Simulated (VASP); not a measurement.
# BaZrO₃, relaxation of the atoms: which settings are enough?

BaZrO₃, P1 (no. 1), 5 atoms in the cell. PBE; PAW potentials Ba_sv, Zr_sv, O (PBE set). VASP 6.6.1.

Wanted: energy within 10 meV/atom; shortest distances from each atom, periodic images included within 0.02 Å.

What the run is for: geometry; Accuracy asked: screening.

POSCAR:
```
BaZrO3
1.0
    4.1913400000      0.0000000000      0.0000000000
    0.0000000000      4.1913400000      0.0000000000
    0.0000000000      0.0000000000      4.1913400000
Ba Zr O
1 1 3
Direct
    0.0056810000     -0.0106710000     -0.0147720000
    0.5067840000      0.4920420000      0.4845290000
    0.5154480000      0.4857970000      0.0132160000
    0.4926520000      0.0009440000      0.5046970000
    0.0005950000      0.4784740000      0.4923850000
```

The series start from Plane-wave cutoff (eV): 520; k-point mesh: 3 × 3 × 3; Ionic threshold (EDIFFG): -0.01; Electronic threshold (eV): 1e-6; Precision mode (PREC): Accurate; Relaxation algorithm: IBRION=2; Electronic steps between moves: NELMIN=4 ALGO=Normal. Each series keeps the choices made before it, and each single choice may use up half of a tolerance.

## Plane-wave cutoff (eV)

| Plane-wave cutoff (eV) | Energy less reference (meV/atom) | Shortest distances from each atom, periodic images included, largest deviation (Å) | SCF iterations | Time (s) |
|---|---|---|---|---|
| 360 | -28 | 0.002 | 80 | 40 |
| 400 | -9 | 0.000 | 85 | 44 |
| 460 | 0 | 0.000 | 85 | 52 |
| 520 | 2 | 0.000 | 85 | 59 |
| 640 (reference) | 0 | 0.000 | 85 | 77 |

Chosen: 460, the loosest value from which every tighter one stays within half of the tolerance.

## k-point mesh

| k-point mesh | Energy less reference (meV/atom) | Shortest distances from each atom, periodic images included, largest deviation (Å) | Time (s) |
|---|---|---|---|
| 2 × 2 × 2 | 90 | 0.236 | 190 |
| 3 × 3 × 3 | 14 | 0.015 | 52 |
| 4 × 4 × 4 | 2 | 0.001 | 67 |
| 5 × 5 × 5 (reference) | 0 | 0.000 | 140 |

Chosen: 4 × 4 × 4.

## Ionic threshold (EDIFFG)

| Ionic threshold (EDIFFG) | Energy less reference (meV/atom) | Shortest distances from each atom, periodic images included, largest deviation (Å) | SCF iterations | Time (s) |
|---|---|---|---|---|
| -0.1 | 1 | 0.050 | 50 | 51 |
| -0.05 | 0 | 0.013 | 62 | 62 |
| -0.02 | 0 | 0.001 | 68 | 68 |
| -0.01 | 0 | 0.001 | 68 | 67 |
| -0.005 | 0 | 0.000 | 80 | 85 |
| -0.002 (reference) | 0 | 0.000 | 92 | 96 |

Chosen: -0.02.

## Electronic threshold (eV)

| Electronic threshold (eV) | Energy less reference (meV/atom) | Shortest distances from each atom, periodic images included, largest deviation (Å) | SCF iterations | Time (s) |
|---|---|---|---|---|
| 0.0001 | 0 | 0.002 | 51 | 54 |
| 1e-5 | 0 | 0.005 | 58 | 59 |
| 1e-6 | 0 | 0.004 | 68 | 68 |
| 1e-7 (reference) | 0 | 0.000 | 77 | 76 |

Chosen: 0.0001.

## Precision mode (PREC)

| Precision mode (PREC) | Energy less reference (meV/atom) | Shortest distances from each atom, periodic images included, largest deviation (Å) | SCF iterations | Time (s) |
|---|---|---|---|---|
| Normal | 0 | 0.000 | 51 | 33 |
| Accurate (reference) | 0 | 0.000 | 51 | 54 |

Chosen: Normal.

## Relaxation algorithm

| Relaxation algorithm | Energy less reference (meV/atom) | Shortest distances from each atom, periodic images included, largest deviation (Å) | SCF iterations | Time (s) |
|---|---|---|---|---|
| IBRION=2 | 0 | 0.000 | 51 | 33 |
| IBRION=2 POTIM=0.2 | 0 | 0.003 | 58 | 46 |
| IBRION=2 POTIM=0.8 | 0 | 0.007 | 51 | 42 |
| IBRION=1 | 0 | 0.002 | 42 | 26 |
| IBRION=1 POTIM=0.2 | 0 | 0.003 | 62 | 39 |
| IBRION=1 POTIM=0.3 NFREE=10 | 0 | 0.003 | 47 | 29 |
| IBRION=3 POTIM=0.2 SMASS=0.4 | 0 | 0.004 | 69 | 42 |
| IBRION=3 POTIM=0.3 | 0 | 0.008 | 58 | 35 |

Chosen: IBRION=1; it saves 6.7 s of 33, so IBRION=2 would do nearly as well.

## Electronic steps between moves

| Electronic steps between moves | Energy less reference (meV/atom) | Shortest distances from each atom, periodic images included, largest deviation (Å) | SCF iterations | Time (s) |
|---|---|---|---|---|
| NELMIN=4 ALGO=Normal | 0 | 0.000 | 42 | 26 |
| ALGO=Normal | 0 | 0.003 | 37 | 22 |
| NELMIN=4 MAXMIX=40 ALGO=Normal | 0 | 0.002 | 41 | 25 |
| NELMIN=4 ALGO=Fast | 0 | 0.002 | 54 | 29 |
| NELMIN=4 MAXMIX=40 ALGO=Fast | 0 | 0.012 | 60 | 32 |

Chosen: ALGO=Normal; it saves 4.0 s of 26, so NELMIN=4 ALGO=Normal would do nearly as well.

## All choices together

| Input | Energy less reference (meV/atom) | Shortest distances from each atom, periodic images included, largest deviation (Å) | Time (s) |
|---|---|---|---|
| the program's defaults (naive) | 6 | 0.046 | 12 |
| chosen settings | 2 | 0.006 | 22 |
| reference settings throughout | 0 | 0.000 | 198 |

The tolerance is met.

## The input

INCAR:
```
ALGO = Normal ; EDIFF = 1E-4
EDIFFG = -0.02 ; EFERMI = MIDGAP
ENCUT = 460 ; GGA = PE
GGA_COMPAT = False ; IBRION = 1
ISIF = 2 ; ISMEAR = 0
KPAR = 4 ; LASPH = True
LCHARG = False ; LREAL = False
LWAVE = False ; NELM = 120
NSW = 120 ; PREC = Normal
SIGMA = 0.03
```

KPOINTS:
```
Automatic mesh
0
Gamma
  4 4 4
  0 0 0
```

Commands:
```
cat potpaw_PBE.64/Ba_sv/POTCAR potpaw_PBE.64/Zr_sv/POTCAR potpaw_PBE.64/O/POTCAR > POTCAR
mpirun -np 4 vasp_std > vasp.out
```

The chosen input took VASP 6.6.1 22 s on 4 cores (Intel Xeon Platinum 8124M @ 3.00GHz (Skylake/Cascade Lake)), a shared host.

## An input that fails: force threshold below the noise of the forces

It gives no converged result.

Changes against the starting input:
```
- NSW = 120
- PREC = Accurate
- EDIFF = 1e-06
- NELM = 120
- EDIFFG = -0.01
- NELMIN = 4
+ NSW = 30
+ PREC = Low
+ EDIFF = 0.001
+ NELM = 52
+ EDIFFG = -0.0001
```
